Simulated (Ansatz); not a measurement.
# GaAs under changes of volume

One of the cells (22.590 Å³/atom); the others are scaled copies at fixed shape and fractional positions:

```
As Ga
1.0
     0.00000    2.82685    2.82685
     2.82685    0.00000    2.82685
     2.82685    2.82685    0.00000
As Ga
1 1
Cartesian
  4.2403 4.2403 4.2403
  0.0000 0.0000 0.0000
```

| Property | Result |
| --- | --- |
| Program | Ansatz 0.2.0 |
| Functional | revPBE0 |
| Potentials or basis | Ansatz PAW |
| Cutoff | 420 eV (not typed: the program's choice for these potentials) |
| k mesh | 4 × 4 × 4 |
| Occupations | fermi-dirac, width 0.05 eV |
| Spin | no spin polarisation |

```tsv
volume (Å³/atom)	energy over the lowest point (meV/atom)	pressure (GPa)	gap on the mesh (eV)
21.234	47.62	8.1	2.70
21.686	27.83	6.0	2.57
22.138	?	?	?
22.590	4.67	2.3	2.21
23.041	0.33	0.8	2.04
23.493	0.00	-0.6	1.87
23.945	3.37	-1.8	1.71
```

What does the run at 22.138 Å³/atom give?

Energy over the lowest point 13.73 meV/atom; pressure 4.1 GPa; gap on the mesh 2.39 eV.

Worked out: A Birch-Murnaghan fit of order 3 (a polynomial in V^(-2/3)) to the other rows has its minimum at 23.30 Å³/atom with B0 = V·E''(V) = 70 GPa and B' = 4.6. It gives 13.70 meV/atom at 22.138 Å³/atom, against the run's 13.73, and -dE/dV = 4.1 GPa, against 4.1. A parabola through the other rows of the gap, of slope -8.18 eV per unit of ln V there, gives 2.38 eV, against the run's 2.39.

Energies are extrapolated to zero smearing.

Caveats: all runs use coarse meshes; the PAW data sets come from PBE, with cores solved anew for the run's functional, which leaves a small shift of forces and pressure; the thresholds are loose for stress.

A mesh can miss the band edges. Spin-orbit coupling on As, Ga is left out.
